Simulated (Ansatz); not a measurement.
# TaN: the cost of one run

Program: Ansatz 0.2.0. Level of theory: DFT PBE+U (U_eff = 4 eV on Ta d), plane waves, PAW, no spin–orbit coupling unless a run says so. These are calculated values, not measurements.

### 1 The system as given

It takes space group P-6m2 (No. 187, hexagonal). The conventional cell has a = 2.938 Å, b = 2.938 Å, c = 2.883 Å, α = 90.00°, β = 90.00°, γ = 120.00°. Around Ta (site symmetry -6m2) lie 6 N at 2.23 Å. Around N (site symmetry -6m2) lie 6 Ta at 2.23 Å.

As a file:

```xyz
2
Lattice="2.9380 0.0000 0.0000 -1.4690 2.5444 0.0000 0.0000 0.0000 2.8830" Properties=species:S:1:pos:R:3 pbc="T T T"
Ta    0.0000    1.6963    1.4415
N     0.0000    0.0000    0.0000
```

Magnetic order typed: ferromagnetic.

### 2 From atoms, symmetry kept, no search

The input, input.yaml:

```yaml
crystal:
  lattice:
    - [2.93800111, 0.0, 0.0]
    - [-1.46900055, 2.5443836, 0.0]
    - [0.0, 0.0, 2.88300221]
  atoms:
    - { symbol: Ta, position: [0.3333333333, 0.6666666667, 0.5], spin: 2.0 }
    - { symbol: "N", position: [0.0, 0.0, 0.0] }
basis:
  ecutwfc: 420
  ecutrho_ratio: 4
kpoints:
  mp_grid: { grid: [7, 7, 7] }
hamiltonian:
  xc: pbe
  hubbard: { sites: [{ site: 0, l: d, u_eff: 4.0 }] }
scf:
  occupations: { method: gaussian, width: 0.05 }
  lower_state_search: "off"
  max_iter: 150
output:
  forces: true
  stress: true
  eigenvalues: true
  populations: true
  hubbard: { sites: [{ site: 0, l: d }] }
magnetization:
  spin_polarized: true
```

Launch:

```sh
$ ansatz run input.yaml --threads 2 --pin off --max-ram 3072MiB --backend cpu --events-out ev --progress --plain --runs-dir out
```

**Question.** How long does this run take on 2 threads of Intel Xeon Platinum 8375C at 2.90GHz (Ice Lake), shared host, and how much memory does it need?

About 4.8 s, with a peak of 0.41 GiB.
